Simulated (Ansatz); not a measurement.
# Pb: energy change per atom and pressure against volume scale

Plane-wave DFT, scalar-relativistic PAW made under PBE with cores redone for the functional, no dispersion; the given relaxed cell is scaled uniformly, energy at zero smearing counts from the unscaled cell, pressure at the given Fermi-Dirac smearing is positive in compression. The results are calculated, by Ansatz 0.2.0.

The cell before it is scaled or strained (space group P6/mmm, No. 191):
```
cell vectors (Å)
   5.6953     0.0000     0.0000
  -2.8477     4.9323     0.0000
   0.0000     0.0000     3.4418
atoms (fractions of the cell vectors)
Pb  0.00000  0.00000  0.00000
Pb  0.33333  0.66667  0.50000
Pb  0.66667  0.33333  0.50000
```

Settings of every row: spin polarised no; functional PBE; wave cutoff 420 eV; smearing width 0.1 eV; k mesh 7x7x10.

Atom starting moment: 0 on all atoms.

Limits: no spin-orbit coupling, which can matter with elements this heavy; the cell comes from a prototype or a list of computed structures and needn't be the stable phase.

```
row  volume scale  V (Å³/atom)  energy change per atom (meV)  pressure (GPa)
  1          0.88        28.36                         71.39            6.72
  2          0.92        29.65                             ?               ?
  3          0.96       30.939                          6.77            1.78
  4          1.04       33.517                           5.6           -1.32
  5          1.08       34.806                            21            -2.4
  6          1.12       36.095                         44.18           -3.27
```

Question: what energy change per atom and pressure should row 2 give?

Worked fit of energy change per atom. Take u = (V_r/V)^(2/3) − 1 with V_r = 33.517 Å³ an atom, which is twice the finite (Eulerian) strain; such expansions in the strain, on which the Birch-Murnaghan equation of state is built, carry the rest volume and the bulk modulus. The shown rows have u = 0.11782, 0.05481, 0, -0.02484, -0.0482. Least squares give energy change per atom = 5.206 − 416.56 × u + 8291.93 × u² meV; a straight line predicts inner rows, each left out in turn, worse (root mean square 28 against 0.86 meV). The rows lie off it by 0.16, -0.51, 0.39, 0.33, -0.37 (root mean square 0.37 meV). The withheld row has u = 0.08516, so the fit gives 5.206 − 416.56 × (0.08516) + 8291.93 × (0.08516)² = 29.87 meV.

The calculation gave 29.19 meV. The fit lies 0.68 meV (2.3 % of the value, 1 % of the column's range) above it; its largest miss of a shown row is 0.51 meV.

Worked fit of pressure. Take u = (V_r/V)^(2/3) − 1 with V_r = 33.517 Å³ an atom, which is twice the finite (Eulerian) strain; such expansions in the strain, on which the Birch-Murnaghan equation of state is built, carry the rest volume and the bulk modulus. The shown rows have u = 0.11782, 0.05481, 0, -0.02484, -0.0482. Least squares give pressure = −1.339 + 47.938 × u + 173.03 × u² GPa; a straight line predicts inner rows, each left out in turn, worse (root mean square 0.58 against 0.048 GPa). The rows lie off it by 0.01, -0.03, 0.02, 0.02, -0.02. The pressure vanishes at u = 0.0256, or V = 32.27 Å³ an atom, and there the bulk modulus at fixed shape and fractions is B = −V dP/dV = (2/3)(1 + u) dP/du = 38.8 GPa. Letting shape and atoms relax would as a rule lower it, by much in layered, chain or molecular crystals. The withheld row has u = 0.08516, so the fit gives −1.339 + 47.938 × (0.08516) + 173.03 × (0.08516)² = 4.00 GPa.

The calculation gave 3.96 GPa. The fit lies 0.04 GPa (1 % of the value, 0.4 % of the column's range) above it; its largest miss of a shown row is 0.03 GPa.
